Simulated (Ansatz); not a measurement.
Runs of Ansatz 0.2.0 on TiPt3. It takes space group Pm-3m (No. 221, cubic). The conventional cell has a = 3.897 Å, b = 3.897 Å, c = 3.897 Å, α = 90.00°, β = 90.00°, γ = 90.00°. Around Pt (site symmetry 4/mmm) lie 8 Pt at 2.76 Å and 4 Ti at 2.76 Å. Ti (site symmetry m-3m) is surrounded by 12 Pt at 2.76 Å. 

| task | level | spin | k mesh | points for each segment of the path | mesh quality | gap on the mesh (eV) | pressure (GPa) |
| --- | --- | --- | --- | --- | --- | --- | --- |
| projected density of states | RPBE | off | 4 × 4 × 4 | - | coarse | none | 14.1 |
| projected density of states | LDA | off | 4 × 4 × 4 | - | coarse | none | (b) |
| projected density of states | revPBE | off | 4 × 4 × 4 | - | coarse | none | (a) |
| band structure | PBEsol | SOC, no magnetisation | 7 × 7 × 7 | 14 | not flagged | none | 0.1 |
| band structure | PBEsol | off | 7 × 7 × 7 | 14 | not flagged | none | 0.5 |

Alike in all rows: potentials or basis Ansatz PAW; cell as given; cutoff (eV) 420; smearing fermi-dirac 0.05 eV.

Q: Estimate the missing entries.

A: (a) 12.9; (b) -5.3.

Caveats: some runs use coarse meshes; the PAW data sets come from PBE, with cores solved anew for the run's functional, which leaves a small shift of forces and pressure; spin-orbit coupling is left out, which moves the levels of the heavy elements (some runs).

A k mesh can miss the band edges, and rows without SOC leave out spin-orbit coupling on Pt.

A gap of «none» marks a metal or a gap under the smearing width.
